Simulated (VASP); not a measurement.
Computed with LDA (Ceperley-Alder, Perdew-Zunger), VASP's LDA PAW potentials (set 64) (plane waves; VASP).

Input for VASP

### INCAR
```
SYSTEM = BaF2
PREC = Accurate; ENCUT = 620; LREAL = .FALSE.
LASPH = .TRUE.
EDIFF = 1E-6; NELM = 100; ALGO = Normal
LMAXMIX = 4
ISMEAR = 0; SIGMA = 0.05
IBRION = 2; NSW = 40; ISIF = 3
EDIFFG = -0.02
LWAVE = .FALSE.; LCHARG = .FALSE.
```

**KPOINTS**
```
K-points
0
gamma
  6 6 6
```

**POSCAR**
```
BaF2
1
    0.0000000000     3.0425453420     3.0425453420
    3.0425453420     0.0000000000     3.0425453420
    3.0425453420     3.0425453420     0.0000000000
Ba F
1 2
Direct
  0.0000000000   1.0000000000   0.0000000000
  0.2500000000   0.2500000000   0.2500000000
  0.7500000000   0.7500000000   0.7500000000
```

POTCAR, in this order: Ba_sv F (LDA.64 set). Program: vasp_std.

The run wrote:

OSZICAR:
```
       N       E                     dE             d eps       ncg     rms          rms(c)
DAV:   1     0.168450634181E+03    0.16845E+03   -0.14952E+04   512   0.163E+03
DAV:   2    -0.131695298468E+02   -0.18162E+03   -0.17827E+03   632   0.313E+02
DAV:   3    -0.202005112531E+02   -0.70310E+01   -0.70197E+01   696   0.695E+01
DAV:   4    -0.203357961193E+02   -0.13528E+00   -0.13528E+00   688   0.818E+00
DAV:   5    -0.203416580448E+02   -0.58619E-02   -0.58619E-02   688   0.112E+00    0.871E+00
DAV:   6    -0.187088164490E+02    0.16328E+01   -0.89574E+00   512   0.245E+01    0.486E+00
DAV:   7    -0.186603442170E+02    0.48472E-01   -0.35789E-01   624   0.538E+00    0.245E+00
DAV:   8    -0.186291542780E+02    0.31190E-01   -0.50293E-02   656   0.253E+00    0.303E-01
DAV:   9    -0.186300817845E+02   -0.92751E-03   -0.11994E-02   664   0.707E-01    0.131E-01
DAV:  10    -0.186307632389E+02   -0.68145E-03   -0.20557E-03   512   0.339E-01    0.428E-02
DAV:  11    -0.186307381040E+02    0.25135E-04   -0.41329E-04   648   0.150E-01    0.206E-02
DAV:  12    -0.186307360349E+02    0.20692E-05   -0.65518E-05   552   0.599E-02    0.671E-03
DAV:  13    -0.186307355635E+02    0.47140E-06   -0.42295E-06   632   0.167E-02
   1 F= -.18630736E+02 E0= -.18630736E+02  d E =-.186307E+02
```

**OUTCAR**
```
------------------------ aborting loop because EDIFF is reached ----------------------------------------
  FORCE on cell =-STRESS in cart. coord.  units (eV):
  Direction    XX          YY          ZZ          XY          YZ          ZX
  --------------------------------------------------------------------------------------
  Total        0.0129511      0.0129511      0.0129511     -0.0000000      0.0000000      0.0000000
  in kB        0.3683633      0.3683633      0.3683633     -0.0000000      0.0000000      0.0000000
  external PRESSURE =       0.3683633 kB  Pullay stress =       0.0000000 kB
  volume of cell :       56.33
      direct lattice vectors                 reciprocal lattice vectors
     0.000000000  3.042545342  3.042545342    -0.164336088  0.164336088  0.164336088
     3.042545342  0.000000000  3.042545342     0.164336088 -0.164336088  0.164336088
     3.042545342  3.042545342  0.000000000     0.164336088  0.164336088 -0.164336088
 POSITION                                       TOTAL-FORCE (eV/Angst)
 -----------------------------------------------------------------------------------
      0.00000      0.00000      0.00000         0.000000      0.000000      0.000000
      1.52127      1.52127      1.52127        -0.000000     -0.000000     -0.000000
      4.56382      4.56382      4.56382        -0.000000      0.000000      0.000000
 -----------------------------------------------------------------------------------
    total drift:                                0.000000      0.000000      0.000000
  FREE ENERGIE OF THE ION-ELECTRON SYSTEM (eV)
  ---------------------------------------------------
  free  energy   TOTEN  =       -18.6307355635 eV

  energy  without entropy=      -18.6307355635  energy(sigma->0) =      -18.63073556

 reached required accuracy - stopping structural energy minimisation
```
(Selected blocks of OUTCAR.)

**OUTCAR**
```
 val. band max:       -2.2432730503   @ k =  -0.1667   0.1667   0.0000

 cond. band min:       4.3999116552   @ k =   0.0000   0.0000   0.0000


 Fermi energy:        -1.9911482773

 k-point     1 :       0.0000    0.0000    0.0000
  band No.  band energies     occupation
      1     -25.0243      2.00000
      2     -20.8155      2.00000
      3     -20.6958      2.00000
      4      -9.7982      2.00000
      5      -9.7982      2.00000
      6      -9.7982      2.00000
      7      -3.9600      2.00000
      8      -3.9600      2.00000
      9      -3.9600      2.00000
     10      -2.3398      2.00000
     11      -2.3398      2.00000
     12      -2.3398      2.00000
     13       4.3999      0.00000
     14       7.0472      0.00000
     15       7.0472      0.00000
     16       9.5490      0.00000

 k-point     2 :       0.1667    0.0000    0.0000
  band No.  band energies     occupation
      1     -24.9556      2.00000
      2     -20.8520      2.00000
      3     -20.7819      2.00000
      4      -9.8616      2.00000
      5      -9.8547      2.00000
      6      -9.8547      2.00000
      7      -3.8297      2.00000
      8      -3.8297      2.00000
      9      -3.6212      2.00000
     10      -2.5447      2.00000
     11      -2.3732      2.00000
     12      -2.3732      2.00000
     13       5.0313      0.00000
     14       7.0317      0.00000
     15       7.0317      0.00000
     16       9.2094      0.00000

 k-point     3 :       0.3333    0.0000    0.0000
  band No.  band energies     occupation
      1     -24.8076      2.00000
      2     -21.0201      2.00000
      3     -20.8704      2.00000
      4      -9.9632      2.00000
      5      -9.9614      2.00000
      6      -9.9614      2.00000
      7      -3.6016      2.00000
      8      -3.6016      2.00000
      9      -2.9706      2.00000
     10      -2.8320      2.00000
     11      -2.4018      2.00000
     12      -2.4018      2.00000
     13       6.1841      0.00000
...
```

Unless said otherwise, spin-orbit coupling is left out, though it shifts the bands of the heavy elements here.

The compound is BaF2 in the fluorite structure. It was relaxed first, which changed the volume by -5 %.
